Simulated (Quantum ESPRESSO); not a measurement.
# Mo (Im-3m) in Quantum ESPRESSO: notebook, part 2 of 2

Quantum ESPRESSO 7.5. The steps go on from the part before.

## Step 3: Single point, LDA, 14.94 Å³/atom

Input file pw.in:

```
&CONTROL
  calculation = 'scf'
  prefix = 'pwscf'
  outdir = './tmp'
  pseudo_dir = './pseudo'
  tstress = .true.
  disk_io = 'nowf'
/
&SYSTEM
  ibrav = 0
  nat = 1
  ntyp = 1
  ecutwfc = 45
  ecutrho = 360
  nbnd = 13
  occupations = 'smearing'
  smearing = 'fd'
  degauss = 0.00367493
/
&ELECTRONS
  conv_thr = 2d-10
  electron_maxstep = 120
  mixing_beta = 0.5
/
ATOMIC_SPECIES
Mo    95.9500 mo_lda_v1.uspp.F.UPF
CELL_PARAMETERS angstrom
  -1.5514772677    1.5514772677    1.5514772677
   1.5514772677   -1.5514772677    1.5514772677
   1.5514772677    1.5514772677   -1.5514772677
ATOMIC_POSITIONS crystal
Mo     0.0000000000    0.0000000000    0.0000000000
K_POINTS automatic
12 12 12 0 0 0
```

Potentials or basis: GBRV 1.5 LDA.

Started as:

```sh
$ OMP_NUM_THREADS=1 mpirun -n 2 pw.x -nk 2 -in pw.in > pw.out
```

pw.out:

```text
This program is part of the open-source Quantum ESPRESSO suite
     for quantum simulation of materials; please cite
[... 6 lines left out ...]
     using ibrav=0 with symmetry is DISCOURAGED, use correct ibrav instead

     K-points division:     npool     =       2
     Subspace diagonalization in iterative solution of the eigenvalue problem:
     a serial algorithm will be used

     G-vector sticks info
     --------------------
     sticks:   dense  smooth     PW     G-vecs:    dense   smooth      PW
     Sum         693     345    137                11537     4093    1055

     Using Slab Decomposition

     bravais-lattice index     =            0
     lattice parameter (alat)  =       5.0781  a.u.
     unit-cell volume          =     100.8075 (a.u.)^3
     number of atoms/cell      =            1
     number of atomic types    =            1
     number of electrons       =        14.00
[... 139 lines left out ...]
     Diagonalizing with lowered threshold

     Davidson diagonalization with overlap
     ethr =  2.52E-04,  avg # of iterations =  1.9

     negative rho (up, down):  4.256E-05 0.000E+00
[... 58 lines left out ...]
     iteration #  8     ecut=    45.00 Ry     beta= 0.50
     Davidson diagonalization with overlap
     ethr =  8.34E-12,  avg # of iterations =  2.1

     negative rho (up, down):  5.395E-05 0.000E+00

     End of self-consistent calculation

          k = 0.0000 0.0000 0.0000 (   531 PWs)   bands (ev):

   -38.9241 -12.1166 -12.1166 -12.1166  14.8470  20.7852  20.7852  20.7852
    23.9568  23.9568  37.0827  37.0827  37.0827
[... 353 lines left out ...]
   -38.3814 -13.2293 -13.2293 -13.2293  16.4330  16.4330  26.5198  26.5198
    26.5198  31.6313  31.6313  31.6313  42.6205

     the Fermi energy is    22.1852 ev

!    total energy              =    -139.50010244 Ry
     estimated scf accuracy    <          6.3E-11 Ry
     smearing contrib. (-TS)   =      -0.00014924 Ry
     internal energy E=F+TS    =    -139.49995320 Ry

     The total energy is F=E-TS. E is the sum of the following terms:
     one-electron contribution =     -15.57559963 Ry
     hartree contribution      =      16.99731647 Ry
     xc contribution           =     -19.27738573 Ry
     ewald contribution        =    -121.64428431 Ry

     convergence has been achieved in   8 iterations

     Computing stress (Cartesian axis) and pressure

     negative rho (up, down):  5.395E-05 0.000E+00
          total   stress  (Ry/bohr**3)                   (kbar)     P=       18.26
   0.00012411   0.00000000   0.00000000           18.26        0.00        0.00
   0.00000000   0.00012411   0.00000000            0.00       18.26        0.00
   0.00000000   0.00000000   0.00012411            0.00        0.00       18.26

=------------------------------------------------------------------------------=
   JOB DONE.
=------------------------------------------------------------------------------=
```

Wall time 4.6 s (2 MPI ranks of Intel Xeon Platinum 8375C at 2.90GHz (Ice Lake), shared host); peak memory 0.18 GiB.

Results:

* Free energy: -1897.9956 eV
* Pressure: 1.8 GPa
* Band gap on the k mesh: none (metal or under the smearing width)

## Step 4: Single point, LDA, 15.26 Å³/atom

Edit pw.in of step 3 so:

```diff
@@ -27,5 +27,5 @@
 CELL_PARAMETERS angstrom
-  -1.5514772677    1.5514772677    1.5514772677
-   1.5514772677   -1.5514772677    1.5514772677
-   1.5514772677    1.5514772677   -1.5514772677
+  -1.5624035240    1.5624035240    1.5624035240
+   1.5624035240   -1.5624035240    1.5624035240
+   1.5624035240    1.5624035240   -1.5624035240
 ATOMIC_POSITIONS crystal
```

Started as:

```sh
$ OMP_NUM_THREADS=1 mpirun -n 2 pw.x -nk 2 -in pw.in > pw.out
```

Wall time 4.5 s (2 MPI ranks of Intel Xeon Platinum 8375C at 2.90GHz (Ice Lake), shared host); peak memory 0.18 GiB.

The run converged. Its results:

```
Free energy            : -1897.9941 eV
Pressure               : -4.3 GPa
Band gap on the k mesh : none (metal or under the smearing width)
```

## Step 5: Single point, LDA, 15.57 Å³/atom

Edit pw.in of step 4 so:

```diff
@@ -27,5 +27,5 @@
 CELL_PARAMETERS angstrom
-  -1.5624035240    1.5624035240    1.5624035240
-   1.5624035240   -1.5624035240    1.5624035240
-   1.5624035240    1.5624035240   -1.5624035240
+  -1.5731790612    1.5731790612    1.5731790612
+   1.5731790612   -1.5731790612    1.5731790612
+   1.5731790612    1.5731790612   -1.5731790612
 ATOMIC_POSITIONS crystal
```

Started as:

```sh
$ OMP_NUM_THREADS=1 mpirun -n 2 pw.x -nk 2 -in pw.in > pw.out
```

It took 6.6 s on 2 MPI ranks of Intel Xeon Platinum 8375C at 2.90GHz (Ice Lake), shared host; peak memory 0.18 GiB.

Results (log left out):

```
Free energy            : -1897.9810 eV
Pressure               : -9.8 GPa
Band gap on the k mesh : none (metal or under the smearing width)
```

## Step 6: Single point, LDA, 15.89 Å³/atom

Edit pw.in of step 5 so:

```diff
@@ -27,5 +27,5 @@
 CELL_PARAMETERS angstrom
-  -1.5731790612    1.5731790612    1.5731790612
-   1.5731790612   -1.5731790612    1.5731790612
-   1.5731790612    1.5731790612   -1.5731790612
+  -1.5838089719    1.5838089719    1.5838089719
+   1.5838089719   -1.5838089719    1.5838089719
+   1.5838089719    1.5838089719   -1.5838089719
 ATOMIC_POSITIONS crystal
```

Potentials or basis: GBRV 1.5 LDA.

Started as:

```sh
$ OMP_NUM_THREADS=1 mpirun -n 2 pw.x -nk 2 -in pw.in > pw.out
```

Run time: 5.1 s. Hardware: 2 MPI ranks of Intel Xeon Platinum 8375C at 2.90GHz (Ice Lake), shared host; peak memory 0.18 GiB.

Results (log left out):

```yaml
Free_energy: -1897.9576 eV
Pressure: -14.7 GPa
Band_gap_on_the_k_mesh: none (metal or under the smearing width)
```

## Step 7: Single point, LDA, 16.21 Å³/atom

Edit pw.in of step 6 so:

```diff
@@ -27,5 +27,5 @@
 CELL_PARAMETERS angstrom
-  -1.5838089719    1.5838089719    1.5838089719
-   1.5838089719   -1.5838089719    1.5838089719
-   1.5838089719    1.5838089719   -1.5838089719
+  -1.5942980787    1.5942980787    1.5942980787
+   1.5942980787   -1.5942980787    1.5942980787
+   1.5942980787    1.5942980787   -1.5942980787
 ATOMIC_POSITIONS crystal
```

Started as:

```sh
$ OMP_NUM_THREADS=1 mpirun -n 2 pw.x -nk 2 -in pw.in > pw.out
```

Wall time 4.5 s (2 MPI ranks of Intel Xeon Platinum 8375C at 2.90GHz (Ice Lake), shared host); peak memory 0.18 GiB.

The run converged. Its results:

```
Free energy            : -1897.9248 eV
Pressure               : -19.1 GPa
Band gap on the k mesh : none (metal or under the smearing width)
```

## Step 8: Single point, LDA, 16.53 Å³/atom

Edit pw.in of step 7 so:

```diff
@@ -27,5 +27,5 @@
 CELL_PARAMETERS angstrom
-  -1.5942980787    1.5942980787    1.5942980787
-   1.5942980787   -1.5942980787    1.5942980787
-   1.5942980787    1.5942980787   -1.5942980787
+  -1.6046509537    1.6046509537    1.6046509537
+   1.6046509537   -1.6046509537    1.6046509537
+   1.6046509537    1.6046509537   -1.6046509537
 ATOMIC_POSITIONS crystal
```

Started as:

```sh
$ OMP_NUM_THREADS=1 mpirun -n 2 pw.x -nk 2 -in pw.in > pw.out
```

It took 4.7 s on 2 MPI ranks of Intel Xeon Platinum 8375C at 2.90GHz (Ice Lake), shared host; peak memory 0.18 GiB.

The run converged. Its results:

```
Free energy            : -1897.8839 eV
Pressure               : -23.1 GPa
Band gap on the k mesh : none (metal or under the smearing width)
```

## Step 9: Single point, LDA, 16.85 Å³/atom

Edit pw.in of step 8 so:

```diff
@@ -27,5 +27,5 @@
 CELL_PARAMETERS angstrom
-  -1.6046509537    1.6046509537    1.6046509537
-   1.6046509537   -1.6046509537    1.6046509537
-   1.6046509537    1.6046509537   -1.6046509537
+  -1.6148719360    1.6148719360    1.6148719360
+   1.6148719360   -1.6148719360    1.6148719360
+   1.6148719360    1.6148719360   -1.6148719360
 ATOMIC_POSITIONS crystal
```

Potentials or basis: GBRV 1.5 LDA.

Started as:

```sh
$ OMP_NUM_THREADS=1 mpirun -n 2 pw.x -nk 2 -in pw.in > pw.out
```

It took 5.2 s on 2 MPI ranks of Intel Xeon Platinum 8375C at 2.90GHz (Ice Lake), shared host; peak memory 0.18 GiB.

Results (log left out):

- Free energy: -1897.8355 eV
- Pressure: -26.6 GPa
- Band gap on the k mesh: none (metal or under the smearing width)

## Step 10: Equation of state, LDA

Potentials or basis: GBRV 1.5 LDA.

No new run: the results of the series are fitted here.

What came out:

```yaml
Equilibrium_volume: 15.06 Å³/atom
Bulk_modulus: 296 GPa
Pressure_derivative_of_the_bulk_modulus: 4.3
```

Energy against volume, from the lowest point:
| volume (Å³/atom) | energy (meV/atom) |
| --- | --- |
| 14.938 | 0.00 |
| 15.256 | 1.49 |
| 15.574 | 14.61 |
| 15.892 | 38.01 |
| 16.209 | 70.74 |
| 16.527 | 111.67 |
| 16.845 | 160.10 |

## Step 11: The reference run

An earlier run on the cell as given: functional PBEsol; potentials or basis GBRV 1.5 PBEsol; cutoff 612 eV; density cutoff 4898 eV; k mesh 12 × 12 × 12; occupations fermi-dirac, width 0.05 eV; no spin polarisation.

* Pressure: -10.4 GPa
* Band gap on the k mesh: none (metal or under the smearing width)

## Step 12: Overview

```csv
task,level,potentials or basis,form of the LDA correlation,gap on the mesh (eV),pressure (GPa)
band structure,PBEsol,GBRV 1.5 PBEsol,-,none,-10.4
equation of state,LDA,GBRV 1.5 LDA,PZ81,-,-
single point,PBEsol,GBRV 1.5 PBEsol,-,none,-10.4
```

Alike in all rows: no spin polarisation; cell as given; k mesh 12 × 12 × 12; cutoff (eV) 612; smearing fermi-dirac 0.05 eV.

Absolute energies hang on the potentials; compare differences alone.
